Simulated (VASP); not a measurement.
# PbSe (Clausthalite) (Fm-3m) in VASP: further runs, part 2 of 2

VASP 6.6.1. Earlier steps stand in the parts before.

### 5 Single point, r2SCAN

This run uses another cell than the first one, of 29.49 Å³/atom, 1.042 times its volume.

Input file POSCAR:

```
PbSe
1.0
    0.0000000000      3.0893771700      3.0893771700
    3.0893771700      0.0000000000      3.0893771700
    3.0893771700      3.0893771700      0.0000000000
Pb Se
1 1
Direct
    0.0000000000      0.0000000000      0.0000000000
    0.5000000000      0.5000000000      0.5000000000
```

Input file INCAR.step1:

```
ALGO = Normal ; EDIFF = 1E-4
ENCUT = 520 ; GGA = PE
ISMEAR = -1 ; LASPH = True
LCHARG = False ; LREAL = False
LWAVE = True ; NBANDS = 17
NELM = 60 ; PREC = Accurate
SIGMA = 0.02
```

Input file INCAR.step2:

```
ALGO = Normal ; EDIFF = 1E-6
ENCUT = 520 ; ISIF = 2
ISMEAR = -1 ; ISTART = 1
LASPH = True ; LCHARG = False
LMIXTAU = True ; LREAL = False
LWAVE = False ; METAGGA = R2SCAN
NBANDS = 17 ; NELM = 60
PREC = Accurate ; SIGMA = 0.02
```

Input file KPOINTS:

```
k-points
0
Gamma
  8 8 8
```

Potentials or basis: VASP PAW PBE potentials, release 64 (Pb_d, Se).

Launch:

```sh
$ cat potpaw_PBE.64/Pb_d/POTCAR potpaw_PBE.64/Se/POTCAR > POTCAR
$ cp INCAR.step1 INCAR
$ mpirun -np 1 vasp_std > vasp.out
$ cp INCAR.step2 INCAR
$ mpirun -np 1 vasp_std > vasp.out
```

OUTCAR:

```text
EDIFF = 1E-6
   ENCUT = 520
   ISIF = 2
   ISMEAR = -1
   ISTART = 1
   LASPH = True
   LREAL = False
   METAGGA = R2SCAN
   NELM = 60
   PREC = Accurate

 ion  position               nearest neighbor table
   1  0.000  0.000  0.000-   2 3.09   2 3.09   2 3.09   2 3.09   2 3.09   2 3.09
   2  0.500  0.500  0.500-   1 3.09   1 3.09   1 3.09   1 3.09   1 3.09   1 3.09

  LATTYP: Found a face centered cubic cell.
 ALAT       =     6.1787543400

  Lattice vectors:

 A1 = (   0.0000000000,   3.0893771700,   3.0893771700)
 A2 = (   3.0893771700,   0.0000000000,   3.0893771700)
 A3 = (   3.0893771700,   3.0893771700,   0.0000000000)

Analysis of symmetry for initial positions (statically):
=====================================================================
 Subroutine PRICEL returns:
 Original cell was already a primitive cell.

 Routine SETGRP: Setting up the symmetry group for a
 face centered cubic supercell.

 Subroutine GETGRP returns: Found 48 space group operations
 (whereof 48 operations were pure point group operations)
 out of a pool of 48 trial point group operations.

The static configuration has the point symmetry O_h .
[... 157 lines left out ...]

  energy without entropy =      -71.93936887  energy(sigma->0) =      -71.93936887

 E-fermi :   4.8832     XC(G=0):  -9.9296

 val. band max:        4.5473275444   @ k =   0.5000   0.0000   0.0000
 cond. band min:       5.2198699406   @ k =   0.5000   0.0000   0.0000
 fundamental gap:      0.6725423962
 Fermi energy:         4.8831888807

 k-point     1 :       0.0000    0.0000    0.0000
  band No.  band energies     occupation
      1     -12.8529      2.00000
      2     -12.8529      2.00000
      3     -12.8529      2.00000
      4     -12.8482      2.00000
      5     -12.8482      2.00000
      6      -9.3357      2.00000
[... 457 lines left out ...]
      4     -12.8343      2.00000
      5     -12.8210      2.00000
      6      -8.1152      2.00000
[... 9 lines left out ...]
     16      15.9452      0.00000
     17      16.1186      0.00000

 [... further k-points ...]

------------------------ aborting loop because EDIFF is reached ----------------------------------------

  FORCE on cell =-STRESS in cart. coord.  units (eV):
  Direction    XX          YY          ZZ          XY          YZ          ZX
  --------------------------------------------------------------------------------------
  -------------------------------------------------------------------------------------
  Total       -0.0044983     -0.0044983     -0.0044983     -0.0000000      0.0000000      0.0000000
  in kB       -0.1222123     -0.1222123     -0.1222123     -0.0000000      0.0000000      0.0000000
  external PRESSURE =      -0.1222123 kB  Pullay stress =       0.0000000 kB

 VOLUME and BASIS-vectors are now :
 -----------------------------------------------------------------------------
  energy-cutoff  :      520.00
  volume of cell :       58.97
      direct lattice vectors                 reciprocal lattice vectors
     0.000000000  3.089377170  3.089377170    -0.161844920  0.161844920  0.161844920
     3.089377170  0.000000000  3.089377170     0.161844920 -0.161844920  0.161844920
     3.089377170  3.089377170  0.000000000     0.161844920  0.161844920 -0.161844920

 POSITION                                       TOTAL-FORCE (eV/Angst)
 -----------------------------------------------------------------------------------
      0.00000      0.00000      0.00000        -0.000000      0.000000      0.000000
      3.08938      3.08938      3.08938         0.000000     -0.000000     -0.000000
 -----------------------------------------------------------------------------------
    total drift:                                0.000000     -0.000000     -0.000000

  FREE ENERGIE OF THE ION-ELECTRON SYSTEM (eV)
  ---------------------------------------------------
  free  energy   TOTEN  =       -71.9393688734 eV

  energy  without entropy=      -71.9393688728  energy(sigma->0) =      -71.93936887
```

OUTCAR.step1:

```text
EDIFF = 1E-4
   ENCUT = 520
   GGA = PE
   ISMEAR = -1
   LASPH = True
[... 700 lines left out ...]
      0.00000      0.00000      0.00000        -0.000000      0.000000      0.000000
      3.08938      3.08938      3.08938         0.000000     -0.000000     -0.000000
 -----------------------------------------------------------------------------------
    total drift:                                0.000000     -0.000000     -0.000000

  FREE ENERGIE OF THE ION-ELECTRON SYSTEM (eV)
  ---------------------------------------------------
  free  energy   TOTEN  =        -8.1954127638 eV

  energy  without entropy=       -8.1954122621  energy(sigma->0) =       -8.19541251
```

OSZICAR.step1:

```text
N       E                     dE             d eps       ncg     rms          rms(c)
DAV:   1     0.156826930956E+03    0.15683E+03   -0.94774E+03   986   0.118E+03
DAV:   2     0.333151120067E+01   -0.15350E+03   -0.14826E+03  1036   0.304E+02
DAV:   3    -0.820935478693E+01   -0.11541E+02   -0.11422E+02  1322   0.899E+01
DAV:   4    -0.849387396636E+01   -0.28452E+00   -0.28409E+00  1170   0.154E+01
DAV:   5    -0.850307961373E+01   -0.92056E-02   -0.92047E-02  1369   0.279E+00    0.273E+00
DAV:   6    -0.819648554410E+01    0.30659E+00   -0.77279E-01  1453   0.580E+00    0.151E+00
DAV:   7    -0.819221880912E+01    0.42667E-02   -0.12511E-01  1169   0.167E+00    0.844E-01
DAV:   8    -0.819586112156E+01   -0.36423E-02   -0.13932E-02  1182   0.125E+00    0.181E-01
DAV:   9    -0.819533409780E+01    0.52702E-03   -0.30063E-03  1482   0.514E-01    0.551E-02
DAV:  10    -0.819541276382E+01   -0.78666E-04   -0.23312E-04  1135   0.863E-02
   1 F= -.81954128E+01 E0= -.81954125E+01  d E =-.501737E-06
```

Run time: 49 s. Hardware: 1 thread of AMD EPYC 9R45 (Zen 5), shared host; peak memory 0.17 GiB.

Results:

| Quantity | Value |
| --- | --- |
| Free energy | -71.9394 eV |
| Pressure | 0.0 GPa |
| Band gap on the k mesh | 0.67 eV, direct |

Levels at points of the mesh, in eV from the valence-band top:
| k point | band 8 | band 9 | band 10 | band 11 | band 12 | band 13 |
| --- | --- | --- | --- | --- | --- | --- |
| (0.00, 0.00, 0.00) | -1.87 | -1.87 | -1.87 | 5.00 | 5.00 | 5.00 |
| (0.50, 0.00, 0.00) | -1.47 | -1.47 | 0.00 | 0.67 | 2.00 | 2.00 |
| (0.50, 0.50, 0.00) | -4.89 | -3.19 | -3.19 | 4.16 | 5.91 | 5.91 |

Caveat: the PAW data sets were made with another functional, which shifts forces and pressure a little; spin-orbit coupling is left out, which moves the levels of the heavy elements.

### 6 Overview

```csv
cell,gap on the mesh (eV),pressure (GPa)
"a = 4.310 Å, angles 60.0°, 2 atoms",0.53,2.3
"a = 4.340 Å, angles 60.0°, 2 atoms",0.61,1.1
"a = 4.369 Å, angles 60.0°, 2 atoms",0.67,0.0
```

Alike in all rows: task single point; level r2SCAN; potentials or basis VASP PAW PBE potentials, release 64 (Pb_d, Se); no spin polarisation; k mesh 8 × 8 × 8; cutoff (eV) 520; smearing fermi-dirac 0.02 eV.

Caveats: the PAW data sets were made with another functional, which shifts forces and pressure a little; spin-orbit coupling is left out, which moves the levels of the heavy elements.

Absolute energies hang on the potentials; compare differences alone.

### 7 Comparison with measurements

Step 2. A measured gap of PbSe is 0.28 eV (direct; 300 K; a printed reference work, monograph); the calculated 0.53 eV misses it by +0.25 eV. 2 values of this kind are on record (0.15 to 0.28 eV); this one was drawn at random. Spin-orbit coupling on Pb, Se is left out. The value is that of r2SCAN on a finite k mesh, which can miss the band edges, without temperature or zero-point motion.

Step 3. Measured gap of PbSe: 0.15 eV (direct; 4.2 K; a printed reference work, monograph). This calculation gives 0.61 eV (+0.46 eV). 2 values of this kind are on record (0.15 to 0.28 eV); this one was drawn at random. Spin-orbit coupling on Pb, Se is left out. The value is that of r2SCAN on a finite k mesh, which can miss the band edges, without temperature or zero-point motion.

Step 4. Against the measured gap of PbSe, 0.28 eV (direct; 300 K; a printed reference work, monograph), the calculated 0.67 eV is off by +0.39 eV. 2 values of this kind are on record (0.15 to 0.28 eV); this one was drawn at random. Spin-orbit coupling on Pb, Se is left out. The value is that of r2SCAN on a finite k mesh, which can miss the band edges, without temperature or zero-point motion.

Step 5. Against the measured gap of PbSe, 0.15 eV (direct; 4.2 K; a printed reference work, monograph), the calculated 0.67 eV is off by +0.52 eV. 2 values of this kind are on record (0.15 to 0.28 eV); this one was drawn at random. Spin-orbit coupling on Pb, Se is left out. The value is that of r2SCAN on a finite k mesh, which can miss the band edges, without temperature or zero-point motion.
